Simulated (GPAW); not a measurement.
A run of GPAW 26.7.0 is set up as follows.

Contents of run.py:

```python
from ase.calculators.mixing import SumCalculator
from ase.eos import EquationOfState
from ase.io import Trajectory, read
from ase.units import GPa
from dftd4.ase import DFTD4
from gpaw import GPAW, PW, setup_paths

setup_paths.insert(0, '.')

atoms = read('POSCAR')

traj = Trajectory('eos.traj', 'w')
volumes, energies = [], []
for x in [0.94, 0.96, 0.98, 1.0, 1.02, 1.04, 1.06]:
    a = atoms.copy()
    a.set_cell(atoms.cell * x**(1 / 3), scale_atoms=True)
    calc = GPAW(mode=PW(600),
                xc='PBEsol',
                kpts={'size': (6, 6, 6), 'gamma': True},
                occupations={'name': 'fermi-dirac', 'width': 0.05},
                nbands=18,
                convergence={'density': 1e-05, 'energy': 1e-05},
                maxiter=150,
                txt=f'eos-{x:.2f}.txt')
    a.calc = SumCalculator([calc, DFTD4(method='pbesol')])
    energies.append(a.get_potential_energy())
    volumes.append(a.get_volume())
    p = -a.get_stress()[:3].mean() / GPa
    calc.write(f'eos-{x:.2f}.gpw')
    traj.write(a)
    print(f'{x:.2f} {volumes[-1]:10.4f} A^3 {energies[-1]:14.6f} eV {p:9.3f} GPa', flush=True)

v0, e0, B = EquationOfState(volumes, energies, eos='birchmurnaghan').fit()
print(f'V0 = {v0:.4f} A^3, E0 = {e0:.6f} eV, B0 = {B / GPa:.2f} GPa')
```

Contents of POSCAR:

```
CdS
1.0
    0.0000000000      2.9165000000      2.9165000000
    2.9165000000      0.0000000000      2.9165000000
    2.9165000000      2.9165000000      0.0000000000
Cd S
1 1
Direct
    0.0000000000      0.0000000000      0.0000000000
    0.7500000000      0.7500000000      0.7500000000
```

Potentials or basis: PAW data sets generated in the run's folder for this functional, pw.

Run with:

```bash
$ gpaw-setup -f PBEsol Cd S
$ OMP_NUM_THREADS=1 python run.py
```

Task: What does it give for the equilibrium volume?

Result: 24.18 Å³/atom.

Task: What does it give for the bulk modulus?

Result: 65 GPa.

Task: What does it give for the pressure derivative of the bulk modulus?

Result: 4.6.

Energy against volume, from the lowest point:
| volume (Å³/atom) | energy (meV/atom) |
| --- | --- |
| 23.319 | 6.58 |
| 23.815 | 1.04 |
| 24.312 | 0.00 |
| 24.808 | 3.01 |
| 25.304 | 9.63 |
| 25.800 | 19.46 |
| 26.296 | 32.13 |
